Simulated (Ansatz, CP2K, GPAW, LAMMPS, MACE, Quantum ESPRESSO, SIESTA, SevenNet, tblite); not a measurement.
# Quantum ESPRESSO runs on amorphous TiO2 (84 atoms)

Wanted: Quantum ESPRESSO inputs and outputs for amorphous TiO2 (84 atoms), checked against a plane-wave reference.

Main program and level: Quantum ESPRESSO 7.5; the method is named at each step.

**1. Starting point**

The cell holds 84 atoms: 28 Ti and 56 O. Its edges and angles: a = 10.274 Å, b = 10.274 Å, c = 10.274 Å, α = 90.0°, β = 90.0°, γ = 90.0°. 84 atoms (28 Ti, 56 O) placed at random at 3.55 g/cm³, melted at 5000 K for 10 ps at fixed volume with the Morse and Coulomb pair potential with partial charges (Pedone, Malavasi, Menziani, Cormack and Segre, J. Phys. Chem. B 110, 11780 (2006)). Quenched from 5000 K to 300 K at 10 K/ps and fixed volume, held 10 ps at zero pressure.

The yardstick, on the same geometry:

* method: Kohn-Sham DFT, PBE, PAW, plane waves (Ansatz 0.2.0); cutoff 420 eV, Γ point, fermi-dirac smearing of 0.05 eV; PAW set soft_2
* r.m.s. force component: 0.7986 eV/Å
* longest force: 2.72 eV/Å
* pressure: 3.944 GPa
* gap (highest filled to lowest empty level): 2.251 eV
* SCF cycles: 12
* time: 22 s on 4 threads of Arm Neoverse V1, shared host
* CPU time: 84 s

**2. PBE, sssp-1.3.0-efficiency, 60/480 Ry**

Method: Kohn-Sham DFT, PBE, SSSP efficiency 1.3.0 pseudopotentials, plane waves.

Contents of pw.in:

```
&control
  calculation = 'scf'
  pseudo_dir = './pseudo'
  outdir = './tmp'
  disk_io = 'none'
  tprnfor = .true.
  tstress = .true.
/
&system
  ibrav = 0
  nat = 84
  ntyp = 2
  ecutwfc = 60
  ecutrho = 480
  nosym = .true.
  occupations = 'smearing'
  smearing = 'fd'
  degauss = 0.003675
/
&electrons
  conv_thr = 4.2e-07
  electron_maxstep = 100
  mixing_beta = 0.4
  mixing_mode = 'plain'
  diagonalization = 'david'
/
ATOMIC_SPECIES
Ti 47.867 Ti.upf
O 15.999 O.upf
CELL_PARAMETERS angstrom
10.27383 0.00000 0.00000
0.00000 10.27383 0.00000
0.00000 0.00000 10.27383
ATOMIC_POSITIONS crystal
Ti 0.72862 0.60616 0.75268
Ti 0.10328 0.15379 0.34088
Ti 0.46933 0.47556 0.00346
Ti 0.21479 0.75905 0.86476
Ti 0.94289 0.27825 0.60985
Ti 0.04671 0.49875 0.01870
Ti 0.33463 0.71842 0.17988
Ti 0.58939 0.92722 0.25181
Ti 0.17704 0.52204 0.65524
Ti 0.16131 0.21886 0.83795
Ti 0.19365 0.46741 0.31015
Ti 0.44189 0.76438 0.66519
Ti 0.42538 0.28558 0.71238
Ti 0.12010 0.97438 0.09158
Ti 0.70744 0.96320 0.53832
Ti 0.96726 0.98758 0.77190
Ti 0.36387 0.02126 0.50059
Ti 0.14550 0.81147 0.47426
Ti 0.80469 0.18722 0.15436
Ti 0.87964 0.81180 0.28595
Ti 0.74809 0.85142 0.96521
Ti 0.38013 0.20125 0.19532
Ti 0.46133 0.51889 0.44348
Ti 0.71260 0.27222 0.83826
Ti 0.90102 0.54684 0.48053
Ti 0.45965 0.03366 0.90593
Ti 0.75076 0.50546 0.20814
Ti 0.64905 0.30729 0.42302
O 0.28892 0.64124 0.73220
O 0.48303 0.39947 0.84683
O 0.55485 0.90963 0.60091
O 0.48062 0.80809 0.20224
O 0.53020 0.38485 0.55412
O 0.79428 0.63019 0.59599
O 0.69614 0.13223 0.48607
O 0.82935 0.21416 0.72646
O 0.74505 0.43790 0.80256
O 0.21812 0.28420 0.28927
O 0.56387 0.17213 0.81173
O 0.39173 0.16115 0.59384
O 0.49499 0.25637 0.32063
O 0.00264 0.21185 0.46678
O 0.98543 0.85330 0.42160
O 0.14365 0.54035 0.15970
O 0.09921 0.65817 0.54618
O 0.83960 0.95136 0.65004
O 0.96358 0.14035 0.21092
O 0.99010 0.87691 0.16082
O 0.44167 0.07872 0.07925
O 0.76181 0.32009 0.26576
O 0.09975 0.61497 0.90501
O 0.06184 0.14423 0.71119
O 0.69058 0.06088 0.19410
O 0.89355 0.48252 0.09986
O 0.61759 0.51494 0.08292
O 0.03429 0.47450 0.38922
[... 24 atom lines left out ...]
O 0.09470 0.06669 0.94640
O 0.80302 0.70813 0.87662
O 0.37188 0.87652 0.82712
O 0.09238 0.85836 0.77798
K_POINTS gamma
```

Run with:

```bash
> OMP_NUM_THREADS=1 mpirun -np 4 pw.x -in pw.in > output.txt
```

Log:

```text
Program PWSCF
     gamma-point specific algorithms are used
     one sub-group per band group will be used
     scalapack distributed-memory algorithm (size of sub-group:  2*  2 procs)
     Parallelization info
     sticks:   dense  smooth     PW     G-vecs:    dense   smooth      PW
     Min        3598    1797    446               324930   114846   14338
     Max        3603    1800    448               324934   114852   14344
     Sum       14401    7193   1789              1299727   459391   57363
     bravais-lattice index     =            0
     lattice parameter (alat)  =      19.4147  a.u.
     unit-cell volume          =    7318.0223 (a.u.)^3
     number of atoms/cell      =           84
     number of atomic types    =            2
     number of electrons       =       672.00
     number of Kohn-Sham states=          403
     kinetic-energy cutoff     =      60.0000  Ry
     charge density cutoff     =     480.0000  Ry
     scf convergence threshold =      4.2E-07
     mixing beta               =       0.4000
     number of iterations used =            8  plain     mixing
     Exchange-correlation= SLA  PW   PBX  PBC
                           (   1   4   3   4   0   0   0)
     crystal axes: (cart. coord. in units of alat)
               a(1) = (   1.000000   0.000000   0.000000 )
               a(2) = (   0.000000   1.000000   0.000000 )
               a(3) = (   0.000000   0.000000   1.000000 )
     reciprocal axes: (cart. coord. in units 2 pi/alat)
               b(1) = (  1.000000  0.000000  0.000000 )
               b(2) = (  0.000000  1.000000  0.000000 )
               b(3) = (  0.000000  0.000000  1.000000 )
     PseudoPot. # 1 for Ti:
     Pseudo is Ultrasoft + core correction, Zval = 12.0
     PseudoPot. # 2 for O :
     Pseudo is Projector augmented-wave + core cor, Zval =  6.0
     atomic species   valence    mass     pseudopotential
     Ti               12.00    47.86700     Ti( 1.00)
     O                 6.00    15.99900     O ( 1.00)
     No symmetry found
   Cartesian axes
     number of k points=     1  Fermi-Dirac smearing, width (Ry)=  0.0037
                       cart. coord. in units 2pi/alat
        k(    1) = (   0.0000000   0.0000000   0.0000000), wk =   2.0000000
     Dense  grid:   649864 G-vectors     FFT dimensions: ( 135, 135, 135)
     Smooth grid:   229696 G-vectors     FFT dimensions: (  96,  96,  96)
     Check: negative core charge=   -0.000006
     Initial potential from superposition of free atoms
     starting charge     643.9987, renormalised to     672.0000
     negative rho (up, down):  4.010E-02 0.000E+00
     Starting wfcs are  504 randomized atomic wfcs
     Self-consistent Calculation
     iteration #  1     ecut=    60.00 Ry     beta= 0.40
     negative rho (up, down):  5.048E-02 0.000E+00
     total energy              =   -5675.67118729 Ry
     estimated scf accuracy    <      17.85139789 Ry
     iteration #  2     ecut=    60.00 Ry     beta= 0.40
     negative rho (up, down):  3.959E-02 0.000E+00
     total energy              =   -5678.03036575 Ry
     estimated scf accuracy    <      22.85358717 Ry
     iteration #  3     ecut=    60.00 Ry     beta= 0.40
     negative rho (up, down):  3.851E-02 0.000E+00
     total energy              =   -5681.81265152 Ry
     estimated scf accuracy    <       1.48992552 Ry
     iteration #  4     ecut=    60.00 Ry     beta= 0.40
     negative rho (up, down):  3.828E-02 0.000E+00
     total energy              =   -5681.95638387 Ry
     estimated scf accuracy    <       0.93775330 Ry
     iteration #  5     ecut=    60.00 Ry     beta= 0.40
     negative rho (up, down):  3.755E-02 0.000E+00
     total energy              =   -5682.11531616 Ry
     estimated scf accuracy    <       0.04999369 Ry
     iteration #  6     ecut=    60.00 Ry     beta= 0.40
[...]
total energy              =   -5682.13149064 Ry
     estimated scf accuracy    <       0.21879988 Ry
[...]
c_bands:  1 eigenvalues not converged
[...]
total energy              =   -5682.13427195 Ry
[...]
iteration # 15     ecut=    60.00 Ry     beta= 0.40
[...]
total energy              =   -5682.13427222 Ry
     estimated scf accuracy    <       0.00000052 Ry
     iteration # 16     ecut=    60.00 Ry     beta= 0.40
[...]
total energy              =   -5682.13427240 Ry
     estimated scf accuracy    <       0.00000054 Ry
     iteration # 17     ecut=    60.00 Ry     beta= 0.40
     negative rho (up, down):  3.594E-02 0.000E+00
     End of self-consistent calculation
          k = 0.0000 0.0000 0.0000 ( 28682 PWs)   bands (ev):
   -51.0663 -50.8468 -50.8224 -50.7700 -50.7675 -50.7517 -50.7199 -50.6987
   -50.6279 -50.5486 -50.5244 -50.4998 -50.4997 -50.4968 -50.3406 -50.2931
   -50.2855 -50.1337 -50.1201 -49.9753 -49.9489 -49.8678 -49.8161 -49.8018
   -49.7435 -49.7133 -49.6638 -49.5863 -27.3946 -27.3487 -27.3077 -27.1958
   -27.1936 -27.1652 -27.1318 -27.0846 -27.0746 -27.0701 -27.0649 -27.0571
   -27.0415 -27.0395 -27.0351 -27.0331 -27.0267 -27.0134 -27.0106 -27.0004
[...]
9.5958   9.6135   9.6750   9.6879   9.7165   9.7709   9.7871   9.8094
     9.8413   9.8542   9.8836   9.9321   9.9510   9.9734  10.0297  10.0532
    10.0711  10.0862  10.1272  10.1694  10.1733  10.2322  10.2473  10.2787
    10.3205  10.3485  10.3735
     the Fermi energy is     6.9558 ev
!    total energy              =   -5682.13427242 Ry
     estimated scf accuracy    <       0.00000008 Ry
     smearing contrib. (-TS)   =      -0.00000000 Ry
     internal energy E=F+TS    =   -5682.13427242 Ry
     The total energy is F=E-TS. E is the sum of the following terms:
     one-electron contribution =   -2620.99580654 Ry
     hartree contribution      =    1578.30390084 Ry
     xc contribution           =    -921.33251812 Ry
     ewald contribution        =   -3185.16688592 Ry
     one-center paw contrib.   =    -532.94296269 Ry
     convergence has been achieved in  17 iterations
     negative rho (up, down):  3.594E-02 0.000E+00
     Forces acting on atoms (cartesian axes, Ry/au):
     atom    1 type  1   force =    -0.01473230    0.00724388    0.06725823
     atom    2 type  1   force =    -0.00911703   -0.00205104   -0.08579357
     atom    3 type  1   force =    -0.02486440   -0.00042309    0.00830246
     atom    4 type  1   force =    -0.01697329    0.02906292   -0.02815712
     atom    5 type  1   force =    -0.04594285    0.03253624    0.03606786
     atom    6 type  1   force =     0.02259847   -0.04793173   -0.02203223
[...]
atom   82 type  2   force =     0.00085767   -0.01528537   -0.01134248
     atom   83 type  2   force =     0.00048331   -0.00990113   -0.01493775
     atom   84 type  2   force =    -0.00249597   -0.00924231   -0.01212873
     Total force =     0.490285     Total SCF correction =     0.000720
     Computing stress (Cartesian axis) and pressure
     negative rho (up, down):  3.594E-02 0.000E+00
          total   stress  (Ry/bohr**3)                   (kbar)     P=       34.67
   0.00019941  -0.00005947  -0.00001251           29.33       -8.75       -1.84
  -0.00005947   0.00016100   0.00016453           -8.75       23.68       24.20
  -0.00001251   0.00016453   0.00034667           -1.84       24.20       51.00
     Message from routine punch:
     Nothing written, as per user request (disk_io='none')
```

Run time: 4.5 min. Hardware: 4 MPI ranks of Arm Neoverse V1, shared host; peak memory 3.6 GiB.

Banners, paths, timers and routine set-up lines are dropped from the logs unmarked, and long logs keep their key lines alone; longer cuts are marked.

Numbers from this run, and their distance from the reference:

```
r.m.s. force component                           : 0.7941 eV/Å
r.m.s. difference of force components            : 6.754 meV/Å
longest difference of force vectors              : 28.15 meV/Å
force difference over r.m.s. force               : 0.8457 %
slope of forces against the reference's          : 0.9943
correlation of force components                  : 1
gap (highest filled to lowest empty level) : 2.243 eV
gap difference                                   : -0.008 eV
pressure                                         : 3.467 GPa
pressure difference                              : -0.477 GPa
```

Length of the force difference by element (eV/Å):

```csv
element,atoms,mean,most
O,56,0.010,0.028
Ti,28,0.010,0.025
```

Levels nearest the highest filled one (eV from it): -0.47, -0.46, -0.39, -0.39, -0.36, -0.34, -0.23, -0.20, -0.18, -0.11, -0.06, 0.00, 2.24, 2.53, 2.60, 2.62, 2.68, 2.69, 2.76, 2.78, 2.82, 2.85, 2.88, 2.89.

The surroundings of Ti9, which bears the longest force, nearest first, numbered as they follow in the input and with coordinates relative to it.

```csv
atom,x,y,z,distance (Å),bonds,Fx,Fy,Fz (eV/Å)
Ti9,0.00,0.00,0.00,0.00,5,1.84,-1.02,-1.72
O29,1.15,1.22,0.79,1.86,3,0.61,0.85,0.15
O57,-1.65,-0.95,0.02,1.91,3,-0.21,1.13,-0.07
O61,1.07,-0.45,-1.58,1.96,3,-1.14,0.17,0.37
O45,-0.80,1.40,-1.12,1.96,3,-0.92,-0.50,0.57
O73,0.75,-1.66,0.72,1.96,3,0.51,-0.34,0.11
O51,-0.79,0.95,2.57,2.85,2,0.19,0.98,-1.19
O56,-1.47,-0.49,-2.73,3.14,2,0.56,-0.36,-0.38
Ti4,0.39,2.44,2.15,3.27,5,-0.44,0.75,-0.72
Ti25,-2.84,0.25,-1.79,3.37,6,-0.24,-1.16,0.11
```

Forces lie 0.85 % from the reference's, at 13 times its CPU time.

**3. PBE, dojo-0.4.1-standard, 60/240 Ry**

Method: Kohn-Sham DFT, PBE, PseudoDojo 0.4.1 standard norm-conserving pseudopotentials, plane waves.

The pseudopotential files are exchanged too: ./pseudo now holds the set dojo-sr-pbe-0.4.1-standard.

pw.in, as its differences from that of step 2:

```diff
@@ -13,3 +13,3 @@
   ecutwfc = 60
-  ecutrho = 480
+  ecutrho = 240
   nosym = .true.
```

Log:

```text
[banner, memory and clock lines left out]
Program PWSCF
     gamma-point specific algorithms are used
     one sub-group per band group will be used
[... lines left out ...]
     c_bands:  2 eigenvalues not converged
[... lines left out ...]
     c_bands:  1 eigenvalues not converged
[... lines left out ...]
     total energy              =   -5184.41182526 Ry
[... lines left out ...]
     total energy              =   -5184.41182573 Ry
[... lines left out ...]
     the Fermi energy is     6.9829 ev
!    total energy              =   -5184.41182556 Ry
[... lines left out ...]
     The total energy is F=E-TS. E is the sum of the following terms:
[... lines left out ...]
     convergence has been achieved in  17 iterations
     Forces acting on atoms (cartesian axes, Ry/au):
     atom    1 type  1   force =    -0.01506115    0.00709033    0.06807031
     atom    2 type  1   force =    -0.00955127   -0.00157046   -0.08765011
     atom    3 type  1   force =    -0.02557393    0.00006040    0.00862733
[...]
atom   83 type  2   force =     0.00021940   -0.00895690   -0.01402153
     atom   84 type  2   force =    -0.00250615   -0.00881769   -0.01187136
     Total force =     0.496823     Total SCF correction =     0.001245
     Computing stress (Cartesian axis) and pressure
          total   stress  (Ry/bohr**3)                   (kbar)     P=      -61.68
  -0.00045593  -0.00006010  -0.00001188          -67.07       -8.84       -1.75
  -0.00006010  -0.00049373   0.00016526           -8.84      -72.63       24.31
  -0.00001188   0.00016526  -0.00030825           -1.75       24.31      -45.34
     Message from routine punch:
     Nothing written, as per user request (disk_io='none')
```

It took 3.5 min on 4 MPI ranks; peak memory 1.9 GiB; 14 min of CPU time.

Compared with the plane-wave run:

- r.m.s. force component: 0.8047 eV/Å
- r.m.s. difference of force components: 20.55 meV/Å
- longest difference of force vectors: 76.42 meV/Å
- force difference over r.m.s. force: 2.573 %
- slope of forces against the reference's: 1.007
- correlation of force components: 0.9997
- gap (highest filled to lowest empty level): 2.269 eV
- gap difference: 0.018 eV
- pressure: -6.168 GPa
- pressure difference: -10.11 GPa

This is a coarse setting, run to see what it loses.

Against the first run (0.85 %), the force difference from the reference is 2.6 %, at 0.78 times the CPU time.

[end of part 1 of 2]

[Also dropped from logs without a mark: logging warnings of Python, and SIESTA's first energy breakdown and zero terms.]

[Logs are printed without paths, hosts, clocks, repeated set-up lines and the standing remarks that a program may print on its own settings, such as how far it seeks lower states.]

[Hosts, paths, dates, database ids (printed as entryN), source tags and the programs' standing remarks are cut or masked in the printed files.]
